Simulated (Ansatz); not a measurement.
Bulk crystal (WC) after relaxation:

```xyz
2
Lattice="2.9218 0.0000 0.0000 -1.4609 2.5303 0.0000 0.0000 0.0000 2.8471" Properties=species:S:1:pos:R:3 pbc="T T T"
W     0.0000    0.0000    0.0000
C     1.4609    0.8434    1.4235
```

Miller indices refer to the conventional cell of P-6m2 (No. 187), a = 2.922 Å, b = 2.922 Å, c = 2.847 Å, α = 90.00°, β = 90.00°, γ = 120.00°.

The (001) slab of 9 planes, 11.4 Å thick with 15 Å of vacuum as cut; outer planes C (top) and C (bottom).

All numbers below come from DFT PBE, scalar-relativistic, plane waves, PAW in Ansatz. Cutoff 420 eV; k points 12×12×1 on the computed 9-atom cell (Γ-centred); Gaussian smearing, width 0.10 eV; no spin polarisation. The cell repeats along c with a dipole correction in the vacuum.

The slab isn't stoichiometric (W4C5), so its surface energy depends on the chemical potentials; it is given with the excess atoms taken from the element's standard state, a limit at which the compound may itself be unstable, so the figure can be too low. The work function read from the bulk's Fermi level differs by 0.18 eV, so the slab's middle doesn't match the bulk reference (too thin, or relaxed to another structure or magnetic state).

Results for the relaxed slab:

* Surface energy with the excess atoms taken from the elements: 5.76 J/m²
* Work function: 6.27 eV

Relaxation lowers the energy by 2.063 J/m² a face; the largest move is 0.274 Å.

```
plane (bottom to top) atoms spacing to next, bulk (Å) relaxed (Å) change (%)
                    1      C                      1.424        1.092       -23.3
                    2      W                      1.424        1.515        +6.4
                    3      C                      1.424        1.387        -2.6
                    4      W                      1.424        1.427        +0.2
                    5      C                      1.424        1.427        +0.2
                    6      W                      1.424        1.387        -2.6
                    7      C                      1.424        1.515        +6.4
                    8      W                      1.424        1.092       -23.3
                    9      C
```

Spin-orbit coupling is left out, which matters for the bands of heavy elements.